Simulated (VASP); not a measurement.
# KMgF3 (Pm-3m) in VASP: notebook

Runs on KMgF3. Level: PBE. Tasks: single point, relaxation of cell and atoms.

Program: VASP 6.6.1. These are calculated values, not measurements. Logs are shortened: lines on timing, memory, paths and dates and some standing lists are left out, and cuts for length are marked.

**1. The structure**

It takes space group Pm-3m (No. 221, cubic). Conventional cell: a = 4.054 Å, b = 4.054 Å, c = 4.054 Å, α = 90.00°, β = 90.00°, γ = 90.00°. K (site symmetry m-3m) has 12 F at 2.87 Å as nearest neighbours. Mg (site symmetry m-3m) is surrounded by 6 F at 2.03 Å. F (site symmetry 4/mmm) is surrounded by 2 Mg at 2.03 Å.

The cell is a database's computed one.

**2. Single point, PBE (the perfect crystal in a cell of 20 atoms)**

Contents of INCAR:

```
SYSTEM = KMgF3
  ALGO = Normal
  EDIFF = 1E-6
  ENCUT = 520
  GGA = PE
  ISIF = 2
  ISMEAR = 0
  LASPH = .TRUE.
  LCHARG = .FALSE.
  LREAL = Auto
  LWAVE = .FALSE.
  NBANDS = 80
  NELM = 100
  PREC = Accurate
  SIGMA = 0.02
```

Contents of KPOINTS:

```
Automatic mesh
0
Gamma
  2 2 2
  0.5 0.5 0.5
```

Contents of POSCAR:

```
KMgF3
1.0
   -4.0538823376      4.0538823376      4.0538823376
    4.0538823376     -4.0538823376      4.0538823376
    4.0538823376      4.0538823376     -4.0538823376
K Mg F
4 4 12
Direct
    0.5000000000      0.5000000000      0.5000000000
    0.0000000000      0.0000000000      0.5000000000
    0.0000000000      0.5000000000      0.0000000000
    0.5000000000      0.0000000000      0.0000000000
    0.5000000000      0.5000000000      0.0000000000
    0.0000000000      0.0000000000      0.0000000000
    0.0000000000      0.5000000000      0.5000000000
    0.5000000000      0.0000000000      0.5000000000
    0.2500000000      0.0000000000      0.2500000000
    0.7500000000      0.5000000000      0.2500000000
    0.7500000000      0.0000000000      0.7500000000
    0.2500000000      0.5000000000      0.7500000000
    0.7500000000      0.2500000000      0.5000000000
    0.2500000000      0.7500000000      0.5000000000
    0.2500000000      0.2500000000      0.0000000000
    0.7500000000      0.7500000000      0.0000000000
    0.0000000000      0.2500000000      0.2500000000
    0.5000000000      0.7500000000      0.2500000000
    0.5000000000      0.2500000000      0.7500000000
    0.0000000000      0.7500000000      0.7500000000
```

Potentials or basis: VASP PAW PBE potentials, release 64 (K_sv, Mg, F).

Launch:

```bash
> cat potpaw_PBE.64/K_sv/POTCAR potpaw_PBE.64/Mg/POTCAR potpaw_PBE.64/F/POTCAR > POTCAR
> mpirun -np 1 vasp_std > vasp.out
```

OUTCAR:

```text
SYSTEM = KMgF3
   EDIFF = 1E-6
   ENCUT = 520
   GGA = PE
   ISIF = 2
   ISMEAR = 0
   LASPH = .TRUE.
   LREAL = Auto
   NELM = 100
   PREC = Accurate

 ion  position               nearest neighbor table
   1  0.500  0.500  0.500-   5 3.51   6 3.51   7 3.51   8 3.51   5 3.51   8 3.51   7 3.51   6 3.51

   2  0.000  0.000  0.500-   5 3.51   6 3.51   7 3.51   8 3.51   6 3.51   7 3.51   8 3.51   5 3.51

   3  0.000  0.500  0.000-   5 3.51   6 3.51   7 3.51   8 3.51   7 3.51   6 3.51   5 3.51   8 3.51

   4  0.500  0.000  0.000-   5 3.51   6 3.51   7 3.51   8 3.51   8 3.51   5 3.51   6 3.51   7 3.51

   5  0.500  0.500  0.000-  10 2.03  12 2.03  15 2.03  16 2.03  18 2.03  19 2.03   3 3.51   4 3.51
                             1 3.51   2 3.51   1 3.51   4 3.51   3 3.51   2 3.51
   6  0.000  0.000  0.000-   9 2.03  11 2.03  15 2.03  16 2.03  17 2.03  20 2.03   3 3.51   4 3.51
                             1 3.51   2 3.51   2 3.51   3 3.51   4 3.51   1 3.51
   7  0.000  0.500  0.500-  10 2.03  12 2.03  13 2.03  14 2.03  17 2.03  20 2.03   3 3.51   4 3.51
                             1 3.51   2 3.51   3 3.51   2 3.51   1 3.51   4 3.51
   8  0.500  0.000  0.500-   9 2.03  11 2.03  13 2.03  14 2.03  18 2.03  19 2.03   3 3.51   4 3.51
                             1 3.51   2 3.51   4 3.51   1 3.51   2 3.51   3 3.51
   9  0.250  0.000  0.250-   6 2.03   8 2.03
  10  0.750  0.500  0.250-   5 2.03   7 2.03
  11  0.750  0.000  0.750-   6 2.03   8 2.03
  12  0.250  0.500  0.750-   5 2.03   7 2.03
  13  0.750  0.250  0.500-   7 2.03   8 2.03
  14  0.250  0.750  0.500-   7 2.03   8 2.03
  15  0.250  0.250  0.000-   5 2.03   6 2.03
  16  0.750  0.750  0.000-   5 2.03   6 2.03
  17  0.000  0.250  0.250-   6 2.03   7 2.03
  18  0.500  0.750  0.250-   5 2.03   8 2.03
  19  0.500  0.250  0.750-   5 2.03   8 2.03
  20  0.000  0.750  0.750-   6 2.03   7 2.03

  LATTYP: Found a body centered cubic cell.
 ALAT       =     8.1077646752

  Lattice vectors:

 A1 = (  -4.0538823376,   4.0538823376,   4.0538823376)
 A2 = (   4.0538823376,  -4.0538823376,   4.0538823376)
 A3 = (   4.0538823376,   4.0538823376,  -4.0538823376)

Analysis of symmetry for initial positions (statically):
=====================================================================
 Subroutine PRICEL returns following result:

  LATTYP: Found a simple cubic cell.
 ALAT       =     4.0538823376

  Lattice vectors:

 A1 = (   0.0000000000,   4.0538823376,   0.0000000000)
 A2 = (   4.0538823376,   0.0000000000,   0.0000000000)
 A3 = (   0.0000000000,   0.0000000000,  -4.0538823376)

   4 primitive cells build up your supercell.

 Routine SETGRP: Setting up the symmetry group for a
 body centered cubic supercell.

 Subroutine GETGRP returns: Found 48 space group operations
 (whereof 48 operations were pure point group operations)
 out of a pool of 48 trial point group operations.

The static configuration has the point symmetry O_h .

Analysis of symmetry for dynamics (positions and initial velocities):
=====================================================================
 Subroutine PRICEL returns following result:

  LATTYP: Found a simple cubic cell.
 ALAT       =     4.0538823376

  Lattice vectors:

 A1 = (   0.0000000000,   4.0538823376,   0.0000000000)
 A2 = (   4.0538823376,   0.0000000000,   0.0000000000)
 A3 = (   0.0000000000,   0.0000000000,  -4.0538823376)

   4 primitive cells build up your supercell.

 Routine SETGRP: Setting up the symmetry group for a
 body centered cubic supercell.

 Subroutine GETGRP returns: Found 48 space group operations
 (whereof 48 operations were pure point group operations)
 out of a pool of 48 trial point group operations.

The dynamic configuration has the point symmetry O_h .

 Subroutine INISYM returns: Found 48 space group operations
 (whereof 48 operations are pure point group operations),
 and found     4 'primitive' translations

----------------------------------------------------------------------------------------

                                     Primitive cell

  volume of cell :      66.6213

  direct lattice vectors                    reciprocal lattice vectors
     0.000000000  4.053882338  0.000000000     0.000000000  0.246677115  0.000000000
     4.053882338  0.000000000  0.000000000     0.246677115  0.000000000  0.000000000
     0.000000000  0.000000000 -4.053882338     0.000000000  0.000000000 -0.246677115

  length of vectors
     4.053882338  4.053882338  4.053882338     0.246677115  0.246677115  0.246677115

  position of ions in fractional coordinates (direct lattice)
     0.500000000  0.500000000  0.500000000
     0.000000000  0.000000000  0.000000000
     0.500000000  0.000000000  0.000000000
     0.000000000  0.000000000  0.500000000
     0.000000000  0.500000000  0.000000000

  ion indices of the primitive-cell ions
   primitive index   ion index
                 1           1
                 2           5
                 3          12
                 4          13
                 5          18

----------------------------------------------------------------------------------------

 KPOINTS: Automatic mesh

Automatic generation of k-mesh.
 Grid dimensions read from file:
 generate k-points for:    2    2    2

 Generating k-lattice:

  Cartesian coordinates                     Fractional coordinates (reciprocal lattice)
     0.000000000  0.061669279  0.061669279     0.500000000  0.000000000  0.000000000
     0.061669279  0.000000000  0.061669279     0.000000000  0.500000000  0.000000000
     0.061669279  0.061669279  0.000000000     0.000000000  0.000000000  0.500000000

  Length of vectors
     0.087213530  0.087213530  0.087213530

  Shift w.r.t. Gamma in fractional coordinates (k-lattice)
     0.500000000  0.500000000  0.500000000

 Subroutine IBZKPT returns following result:
 ===========================================

 Found      2 irreducible k-points:

 Following reciprocal coordinates:
            Coordinates               Weight
  0.250000  0.250000  0.250000      2.000000
 -0.250000  0.250000  0.250000      6.000000
   k-points           NKPTS =      2   k-points in BZ     NKDIM =      2   number of bands    NBANDS=     80
   number of dos      NEDOS =    301   number of ions     NIONS =     20
   total plane-waves  NPLWV = 157464
   dimension x,y,z NGX =    54 NGY =   54 NGZ =   54
   dimension x,y,z NGXF=   108 NGYF=  108 NGZF=  108
   ions per type =               4   4  12
   NGX,Y,Z   is equivalent  to a cutoff of  12.79, 12.79, 12.79 a.u.
   NGXF,Y,Z  is equivalent  to a cutoff of  25.57, 25.57, 25.57 a.u.
 SYSTEM =  KMgF3
   PREC   = accura    normal or accurate (medium, high low for compatibility)
   ISTART =      0    job   : 0-new  1-cont  2-samecut
   ICHARG =      2    charge: 1-file 2-atom 10-const
   ISPIN  =      1    spin polarized calculation?
   LNONCOLLINEAR =      F non collinear calculations
   LSORBIT =      F    spin-orbit coupling
   LASPH  =      T    aspherical Exc in radial PAW
   ENCUT  =  520.0 eV  38.22 Ry    6.18 a.u.  13.06 13.06 13.06*2*pi/ulx,y,z
   NELM   =    100;   NELMIN=  2; NELMDL= -5     # of ELM steps
   EDIFF  = 0.1E-05   stopping-criterion for ELM
   LREAL  =      T    real-space projection
   EDIFFG = 0.1E-04   stopping-criterion for IOM
   NSW    =      0    number of steps for IOM
   IBRION =     -1    ionic relax: 0-MD 1-quasi-New 2-CG
   NFREE  =      0    steps in history (QN), initial steepest desc. (CG)
   ISIF   =      2    stress and relaxation
   ISYM   =      2    0-nonsym 1-usesym 2-fastsym
   POTIM  = 0.5000    time-step for ionic-motion
   TEBEG  =    0.0;   TEEND  =   0.0 temperature during run
   PSTRESS=    0.0 pullay stress
   NELECT =     128.0000    total number of electrons
   NUPDOWN=      -1.0000    fix difference up-down
   EMIN   =  10.00;   EMAX   =-10.00  energy-range for DOS
   EFERMI =   0.00;   METHOD = LEGACY
   ISMEAR =     0;   SIGMA  =   0.02  broadening in eV -4-tet -1-fermi 0-gaus
   EFERMI_NEDOS =   21; number of points for ismear=-14 and -15
   IALGO  =     38    algorithm
   IMIX   =      4    mixing-type and parameters
     AMIX     =   0.40;   BMIX     =  1.00
     AMIX_MAG =   1.60;   BMIX_MAG =  1.00
  volume/ion in A,a.u.               =      13.32        89.92
  Fermi-wavevector in a.u.,A,eV,Ry     =   1.282095  2.422809 22.364831  1.643769
  Thomas-Fermi vector in A             =   2.414427
   LORBIT       =      0    0 simple, 1 ext, 2 COOP (PROOUT), +10 PAW based schemes
   GGA     = PE    functional components
   LHFCALC =     F    Hartree Fock is set to
   AEXX    =    0.0000 exact exchange contribution
   IVDW    =     0    specifies the selected vdW correction
   LEPSILON=     F    determine dielectric tensor
   LRPA    =     F    only Hartree local field effects (RPA)
 non-spin polarized calculation
 Gauss-broadening in eV      SIGMA  =   0.02
  energy-cutoff  :      520.00
  volume of cell :      266.49
 maximum number of plane-waves:      7227
 NGX is ok and might be reduce to    54

 number of electron     128.0000014 magnetization

 Free energy of the ion-electron system (eV)
  ---------------------------------------------------
  ext. energy  EPLUGINS =         0.00000000
  ---------------------------------------------------
  free energy    TOTEN  =       -97.80974149 eV

  energy without entropy =      -97.80974149  energy(sigma->0) =      -97.80974149

 E-fermi :  -1.6755     XC(G=0):  -9.4346

 val. band max:       -1.8586148053   @ k =  -0.2500   0.2500   0.2500
 cond. band min:       6.0665938040   @ k =  -0.2500   0.2500   0.2500
 fundamental gap:      7.9252086093
 Fermi energy:        -1.6755151381

 k-point     1 :       0.2500    0.2500    0.2500
  band No.  band energies     occupation
      1     -27.5818      2.00000
      2     -27.5818      2.00000
      3     -27.5818      2.00000
      4     -27.5818      2.00000
      5     -21.6510      2.00000
      6     -21.6510      2.00000
[... 68 lines left out ...]
     75       9.3512      0.00000
     76       9.3512      0.00000

 k-point     2 :      -0.2500    0.2500    0.2500
  band No.  band energies     occupation
      1     -27.5986      2.00000
      2     -27.5805      2.00000
      3     -27.5805      2.00000
      4     -27.5674      2.00000
      5     -21.7766      2.00000
      6     -21.6135      2.00000
[... 68 lines left out ...]
     75       9.6458      0.00000
     76       9.6458      0.00000
 [bands above 76 left out]

------------------------ aborting loop because EDIFF is reached ----------------------------------------

  FORCE on cell =-STRESS in cart. coord.  units (eV):
  Direction    XX          YY          ZZ          XY          YZ          ZX
  --------------------------------------------------------------------------------------
  -------------------------------------------------------------------------------------
  Total       -0.5696600     -0.5696600     -0.5696600     -0.0000000      0.0000000     -0.0000000
  in kB       -3.4249396     -3.4249396     -3.4249396     -0.0000000      0.0000000     -0.0000000
  external PRESSURE =      -3.4249396 kB  Pullay stress =       0.0000000 kB

 VOLUME and BASIS-vectors are now :
 -----------------------------------------------------------------------------
  energy-cutoff  :      520.00
  volume of cell :      266.49
      direct lattice vectors                 reciprocal lattice vectors
    -4.053882338  4.053882338  4.053882338     0.000000000  0.123338558  0.123338558
     4.053882338 -4.053882338  4.053882338     0.123338558  0.000000000  0.123338558
     4.053882338  4.053882338 -4.053882338     0.123338558  0.123338558  0.000000000

 POSITION                                       TOTAL-FORCE (eV/Angst)
 -----------------------------------------------------------------------------------
      2.02694      2.02694      2.02694         0.000000      0.000000      0.000000
      2.02694      2.02694     -2.02694        -0.000000      0.000000      0.000000
      2.02694     -2.02694      2.02694        -0.000000      0.000000      0.000000
     -2.02694      2.02694      2.02694        -0.000000      0.000000     -0.000000
      0.00000      0.00000      4.05388        -0.000000      0.000000      0.000000
      0.00000      0.00000      0.00000        -0.000000     -0.000000     -0.000000
[... 12 lines left out ...]
      2.02694      4.05388      0.00000         0.000000     -0.000000     -0.000000
      6.08082      0.00000      0.00000        -0.000000      0.000000     -0.000000
 -----------------------------------------------------------------------------------
    total drift:                               -0.000000     -0.000000      0.000000

  FREE ENERGIE OF THE ION-ELECTRON SYSTEM (eV)
  ---------------------------------------------------
  free  energy   TOTEN  =       -97.8097414905 eV

  energy  without entropy=      -97.8097414905  energy(sigma->0) =      -97.80974149
```

It took 2.2 min on 1 thread of Intel Xeon Platinum 8488C (Sapphire Rapids), shared host; peak memory 0.38 GiB.

What came out:

| Quantity | Value |
| --- | --- |
| Free energy | -97.8097 eV |
| Pressure | -0.3 GPa |
| Band gap on the k mesh | 7.93 eV |

Caveat: the k mesh is coarse (spacing up to 0.55 Å⁻¹), so the values aren't converged. A k mesh can miss the band edges.

**3. Single point, PBE**

This run uses another cell than the first one: it holds 5 atoms, not 20.

Contents of INCAR:

```
SYSTEM = KMgF3
PREC = Accurate
ENCUT = 520
EDIFF = 1E-6
ISMEAR = 0
SIGMA = 0.02
LREAL = .FALSE.
LASPH = .TRUE.
NELM = 100
ALGO = Normal
ISIF = 2
LWAVE = .FALSE.
LCHARG = .TRUE.
GGA = PE
LELF = .TRUE.
LVHAR = .TRUE.
NBANDS = 24
```

Contents of KPOINTS:

```
regular mesh
0
G
  6 6 6
  0 0 0
```

Contents of POSCAR:

```
KMgF3
1.0
    4.0538823376      0.0000000000      0.0000000000
    0.0000000000      4.0538823376      0.0000000000
    0.0000000000      0.0000000000      4.0538823376
K Mg F
1 1 3
Direct
    0.5000000000      0.5000000000      0.5000000000
    0.0000000000      0.0000000000      0.0000000000
    0.0000000000      0.5000000000      0.0000000000
    0.0000000000      0.0000000000      0.5000000000
    0.5000000000      0.0000000000      0.0000000000
```

Potentials or basis: VASP PAW PBE potentials, release 64 (K_sv, Mg, F).

Launch:

```bash
> cat potpaw_PBE.64/K_sv/POTCAR potpaw_PBE.64/Mg/POTCAR potpaw_PBE.64/F/POTCAR > POTCAR
> mpirun -np 1 vasp_std > vasp.out
```

Run time: 36 s. Hardware: 1 thread of Intel Xeon Platinum 8488C (Sapphire Rapids), shared host; peak memory 0.18 GiB.

Results (log left out):

```
Free energy            : -24.4498 eV
Pressure               : -0.4 GPa
Band gap on the k mesh : 6.93 eV, indirect (least direct gap 7.25 eV)
```

Levels at points of the mesh, in eV from the valence-band top:
```tsv
k point	band 12	band 13	band 14	band 15	band 16	band 17	band 18	band 19	band 20	band 21
(0.00, 0.00, 0.00)	-0.58	-0.58	-0.32	-0.32	-0.32	6.93	10.01	10.01	12.10	12.10
(0.50, 0.00, 0.00)	-0.80	-0.80	-0.80	-0.50	-0.50	9.80	9.94	10.99	12.57	12.57
(0.50, 0.50, 0.00)	-0.95	-0.95	-0.85	-0.85	-0.02	10.61	11.44	12.16	12.16	12.61
(0.50, 0.50, 0.50)	-1.08	-1.08	0.00	0.00	0.00	10.24	10.24	10.24	13.57	13.85
```

(Continued in part 2 of 2.)
